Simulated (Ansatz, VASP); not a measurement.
**ZnCu2SiTe4: VASP beside Ansatz**

Wanted: the spread between two codes on one cell, functional and k mesh. The two relaxations start from unlike cells of this crystal (the structure described is Ansatz's start), so only their ends are compared.

Calculated with Ansatz 0.2.0; plane waves, with VASP 6.6.1 beside it; relaxation of cell and atoms at PBEsol.

### 1. The structure

The structure is tetragonal, space group I-42m (No. 121). Conventional cell: a = 5.977 Å, b = 5.977 Å, c = 11.893 Å, α = 90.00°, β = 90.00°, γ = 90.00°. Zn has 4 Te at 2.67 Å nearest. Si has 4 Te at 2.56 Å nearest. Nearest to Cu lie 4 Te at 2.55 Å. Te has 2 Cu at 2.55 Å and 1 Si at 2.56 Å and 1 Zn at 2.67 Å nearest. Farther neighbours and most contacts between anions are not listed.

### 2. VASP: relaxation of cell and atoms, PBEsol

The relaxed volume is the usual yardstick between codes: in a stiff, nearly cubic crystal its relative difference is about their pressure difference at one cell divided by the bulk modulus.

Lines of VASP's logs that name or quote its potential files are left out, and so is its time.

File INCAR:

```
SYSTEM = ZnCu2SiTe4
PREC = Accurate
ENCUT = 600
EDIFF = 1E-07
NELM = 120
ISMEAR = 0
SIGMA = 0.01
LREAL = .FALSE.
ALGO = Normal
GGA = PS
NBANDS = 39
LASPH = .TRUE.
LORBIT = 11
LWAVE = .FALSE.
LCHARG = .FALSE.
ISIF = 3
IBRION = 2
NSW = 80
EDIFFG = -0.005
GGA_COMPAT = .FALSE.
NELMIN = 4
EFERMI = MIDGAP
KPAR = 2
```

File POSCAR:

```
ZnCu2SiTe4
1.0
   -2.9724183924      2.9724183924      5.8955775796
    2.9724183924     -2.9724183924      5.8955775796
    2.9724183924      2.9724183924     -5.8955775796
Zn Si Cu Te
1 1 2 4
Direct
    0.0000000000      0.0000000000      0.0000000000
    0.5000000000      0.5000000000      0.0000000000
    0.7500000000      0.2500000000      0.5000000000
    0.2500000000      0.7500000000      0.5000000000
    0.3876750449      0.8739233027      0.0000000000
    0.8739233027      0.3876750449      0.0000000000
    0.6123250392      0.6123250392      0.4862482579
    0.1260766973      0.1260766973      0.5137517421
```

File KPOINTS:

```
Automatic mesh
0
Gamma
8 8 8
0 0 0
```

PAW data sets: Zn, Si, Cu and Te (PBE family, release 64).

Started as:

```bash
$ mpirun -np 2 vasp_std
```

Numbers of over 12 decimals in the logs are rounded to 6 here.

What it wrote:

```text
[banner, memory and clock lines left out]
running    2 mpi-ranks, on    1 nodes
 distrk:  each k-point on    1 cores,    2 groups
 distr:  one band on    1 cores,    1 groups

 POSCAR found type information on POSCAR ZnSiCuTe
 POSCAR found :  4 types and       8 ions
|                                                                             |
|               ----> ADVICE to this user running VASP <----                  |
|                                                                             |
|     You enforced a specific xc type in the INCAR file but a different       |
|     [... a line on the potential file left out ...]
|     I HOPE YOU KNOW WHAT YOU ARE DOING!                                     |
|                                                                             |

 LDA part: xc-table for (Slater+PW92), standard interpolation
 POSCAR, INCAR and KPOINTS ok, starting setup
 FFT: planning ... GRIDC
 FFT: planning ... GRID_SOFT
 FFT: planning ... GRID
 WAVECAR not read
 entering main loop
       N       E                     dE             d eps       ncg     rms          rms(c)
DAV:   1     0.483876921519E+03    0.48388E+03   -0.27271E+04  4602   0.180E+03
DAV:   2     0.258429115476E+02   -0.45803E+03   -0.44178E+03  4623   0.387E+02
DAV:   3    -0.299242807701E+02   -0.55767E+02   -0.53472E+02  6086   0.152E+02
DAV:   4    -0.329141548376E+02   -0.29899E+01   -0.29702E+01  6549   0.317E+01
DAV:   5    -0.330179728157E+02   -0.10382E+00   -0.10377E+00  6484   0.587E+00    0.155E+01
DAV:   6    -0.333317588726E+02   -0.31379E+00   -0.40673E+01  5943   0.123E+02    0.114E+01
DAV:   7    -0.311116147967E+02    0.22201E+01   -0.10319E+01  6344   0.800E+01    0.637E+00
DAV:   8    -0.312831791871E+02   -0.17156E+00   -0.37698E+00  7319   0.297E+01    0.382E+00
DAV:   9    -0.311640058866E+02    0.11917E+00   -0.12067E+00  6987   0.231E+01    0.121E+00
DAV:  10    -0.311658415424E+02   -0.18357E-02   -0.89460E-02  7029   0.694E+00    0.681E-01
DAV:  11    -0.311654009682E+02    0.44057E-03   -0.89370E-03  6991   0.130E+00    0.288E-01
DAV:  12    -0.311652706838E+02    0.13028E-03   -0.13712E-03  7348   0.473E-01    0.733E-02
DAV:  13    -0.311652211832E+02    0.49501E-04   -0.15384E-04  7347   0.207E-01    0.405E-02
DAV:  14    -0.311651957396E+02    0.25444E-04   -0.10107E-04  7358   0.237E-01    0.179E-02
DAV:  15    -0.311652019367E+02   -0.61970E-05   -0.50021E-05  7281   0.762E-02    0.222E-02
DAV:  16    -0.311652009945E+02    0.94213E-06   -0.54683E-06  7288   0.406E-02    0.129E-02
DAV:  17    -0.311652010752E+02   -0.80644E-07   -0.27524E-06  7440   0.186E-02    0.557E-03
DAV:  18    -0.311652009258E+02    0.14933E-06   -0.35246E-07  4593   0.387E-03    0.187E-03
DAV:  19    -0.311652008933E+02    0.32572E-07   -0.26004E-08  3078   0.306E-03
   1 F= -.31165201E+02 E0= -.31165201E+02  d E =-.311652E+02
 curvature:   0.00 expect dE= 0.000E+00 dE for cont linesearch  0.000E+00
 trial: gam= 0.00000 g(F)=  0.258E-05 g(S)=  0.298E-04 ort = 0.000E+00 (trialstep = 0.100E+01)
 search vector abs. value=  0.323E-04
 bond charge predicted
       N       E                     dE             d eps       ncg     rms          rms(c)
DAV:   1    -0.311656110957E+02   -0.41017E-03   -0.66951E-03  5421   0.142E+00    0.160E-01
DAV:   2    -0.311653996937E+02    0.21140E-03   -0.44200E-03  5470   0.167E+00    0.840E-02
DAV:   3    -0.311652223005E+02    0.17739E-03   -0.10680E-03  5890   0.866E-01    0.342E-02
DAV:   4    -0.311652068988E+02    0.15402E-04   -0.48218E-05  5277   0.506E-02    0.203E-02
DAV:   5    -0.311652006789E+02    0.62199E-05   -0.14217E-05  6726   0.772E-02    0.555E-03
DAV:   6    -0.311652002031E+02    0.47580E-06   -0.19022E-06  5750   0.111E-02    0.270E-03
DAV:   7    -0.311652001416E+02    0.61467E-07   -0.10689E-07  3022   0.407E-03
   2 F= -.31165200E+02 E0= -.31165200E+02  d E =0.751676E-06
 trial-energy change:    0.000001  1 .order   -0.000010   -0.000032    0.000012
 step:   0.3799(harm=  0.7323)  dis= 0.00006  next Energy=   -31.165206 (dE=-0.554E-05)
 reached required accuracy - stopping structural energy minimisation
```

Parts of OUTCAR (step 2):

```text
ion  position               nearest neighbor table
   1  0.000  0.000  0.000-   7 2.65   8 2.65   6 2.65   5 2.65
   2  0.500  0.500  0.000-   7 2.56   8 2.56   5 2.56   6 2.56
   3  0.750  0.250  0.500-   6 2.53   5 2.53   8 2.53   7 2.53
   4  0.250  0.750  0.500-   5 2.53   6 2.53   8 2.53   7 2.53
   5  0.388  0.874  0.000-   4 2.53   3 2.53   2 2.56   1 2.65
   6  0.874  0.388  0.000-   3 2.53   4 2.53   2 2.56   1 2.65
   7  0.612  0.612  0.486-   3 2.53   4 2.53   2 2.56   1 2.65
   8  0.126  0.126  0.514-   3 2.53   4 2.53   2 2.56   1 2.65

  LATTYP: Found a body centered tetragonal cell.
 ALAT       =     5.9448367848
 C/A-ratio  =     1.9834279032

 Subroutine GETGRP returns: Found  8 space group operations
 (whereof  8 operations were pure point group operations)

The static configuration has the point symmetry D_2d.

 Found     59 irreducible k-points:

   k-points           NKPTS =     59   k-points in BZ     NKDIM =     59   number of bands    NBANDS=     39

   dimension x,y,z NGX =    60 NGY =   60 NGZ =   60
   dimension x,y,z NGXF=   120 NGYF=  120 NGZF=  120

   ENCUT  =  600.0 eV  44.10 Ry    6.64 a.u.  14.46 14.46 14.46*2*pi/ulx,y,z

   NELECT =      62.0000    total number of electrons

 k-points in reciprocal lattice and weights: Automatic mesh
   0.00000000  0.00000000  0.00000000       0.002
   0.12500000  0.00000000  0.00000000       0.016
   0.25000000  0.00000000  0.00000000       0.016
   0.37500000  0.00000000  0.00000000       0.016
   0.50000000  0.00000000  0.00000000       0.008
   0.12500000  0.12500000  0.00000000       0.016
   0.25000000  0.12500000  0.00000000       0.031
   0.37500000  0.12500000  0.00000000       0.031
   0.50000000  0.12500000  0.00000000       0.031
[...]
-0.37500000 -0.37500000  0.37500000       0.004
   0.50000000  0.50000000  0.50000000       0.002

 average (electrostatic) potential at core
       1 -34.3789       2 -85.2685       3 -65.5559       4 -65.5559       5 -89.2626
       6 -89.2626       7 -89.2626       8 -89.2626

 E-fermi :   5.3111

 k-point     1 :       0.0000    0.0000    0.0000
  band No.  band energies     occupation
    ...
     27       2.9431      2.00000
     28       2.9724      2.00000
     29       5.1385      2.00000
     30       5.2112      2.00000
     31       5.2112      2.00000
     32       5.4634      0.00000
     33       6.3085      0.00000
     34       7.4560      0.00000
     35       7.8217      0.00000
     36       7.8217      0.00000
    ...

 k-point     2 :       0.1250    0.0000    0.0000
  band No.  band energies     occupation
    ...
     27       3.0274      2.00000
     28       3.1338      2.00000
     29       4.5278      2.00000
     30       5.0084      2.00000
     31       5.0834      2.00000
     32       5.9915      0.00000
     33       6.5189      0.00000
     34       7.5537      0.00000
     35       7.7709      0.00000
     36       7.8428      0.00000
    ...

 k-point     3 :       0.2500    0.0000    0.0000
  band No.  band energies     occupation
    ...
     27       3.2947      2.00000
     28       3.4717      2.00000
     29       3.8469      2.00000
     30       4.5294      2.00000
     31       4.8587      2.00000
     32       6.4886      0.00000
     33       6.9940      0.00000
     34       7.3944      0.00000
     35       7.5975      0.00000
     36       8.0545      0.00000
    ...

  Total       -0.0170201     -0.0170201     -0.0210753      0.0000000      0.0000000      0.0000000
  in kB       -0.1307820     -0.1307820     -0.1619422      0.0000000      0.0000000      0.0000000
  external PRESSURE =      -0.1411687 kB  Pullay stress =       0.0000000 kB

  energy-cutoff  :      600.00
  volume of cell :      208.51
      direct lattice vectors                 reciprocal lattice vectors
    -2.973158379  2.973158379  5.896966447     0.000000000  0.168171330  0.084789358
     2.973158379 -2.973158379  5.896966447     0.168171330  0.000000000  0.084789358
     2.973158379  2.973158379 -5.896966447     0.168171330  0.168171330  0.000000000

 POSITION                                       TOTAL-FORCE (eV/Angst)
 -----------------------------------------------------------------------------------
      5.94632      0.00000      0.00000         0.000000      0.000000      0.000000
      2.97316      2.97316      0.00000        -0.000000      0.000000      0.000000
      0.00000      2.97316      2.94848         0.000000     -0.000000     -0.000000
      2.97316      0.00000      2.94848        -0.000000      0.000000     -0.000000
      1.44564     -1.44564      7.43976        -0.001406      0.001406      0.001627
     -1.44564      1.44564      7.43976         0.001406     -0.001406      0.001627
      1.44564      1.44564      4.35417        -0.001406     -0.001406     -0.001627
      1.52752      1.52752     -1.54280         0.001406      0.001406     -0.001627
 -----------------------------------------------------------------------------------
    total drift:                                0.000039      0.000039     -0.000257

  FREE ENERGIE OF THE ION-ELECTRON SYSTEM (eV)
  ---------------------------------------------------
  free  energy   TOTEN  =       -31.1652001416 eV

  energy  without entropy=      -31.1652001416  energy(sigma->0) =      -31.16520014

 reached required accuracy - stopping structural energy minimisation

 total charge
# of ion       s       p       d       tot
------------------------------------------
    1        0.572   0.419   9.755  10.746
    2        0.780   0.775   0.000   1.555
    3        0.408   0.377   9.242  10.027
    4        0.408   0.377   9.242  10.027
    5        1.353   2.027   0.053   3.433
    6        1.353   2.027   0.053   3.433
    7        1.353   2.027   0.053   3.433
    8        1.353   2.027   0.053   3.433
--------------------------------------------------
tot          7.581  10.056  28.452  46.088

[... 3 further parts left out ...]
```

CONTCAR:

```
ZnCu2SiTe4
   1.00000000000000
    -2.9731583785438302    2.9731583785438302    5.8969664471990484
     2.9731583785438302   -2.9731583785438302    5.8969664471990484
     2.9731583785438302    2.9731583785438302   -5.8969664471990484
  Zn              Si              Cu              Te
     1     1     2     4
Direct
     0.0000000000000000    1.0000000000000000    1.0000000000000000
     0.5000000000000000    0.5000000000000000    1.0000000000000000
     0.7500000000000000    0.2500000000000000    0.5000000000000000
     0.2500000000000000    0.7500000000000000    0.5000000000000000
     0.3876972206703352    0.8739284703244418    0.0000000000000000
     0.8739284703244418    0.3876972206703352    0.0000000000000000
     0.6123028634296664    0.6123028634296664    0.4862312497541083
     0.1260715296755583    0.1260715296755583    0.5137687502458917
```

(Part 1 of 2 ends here.)

[Lines on the potential files, build, host, timing and source positions are cut from VASP's logs without a mark.]

[Logs are printed without paths, hosts, clocks, repeated set-up lines and the standing remarks that a program may print on its own settings, such as how far it seeks lower states.]

[Hosts, paths, dates, database ids (printed as entryN), source tags and the programs' standing remarks are cut or masked in the printed files.]
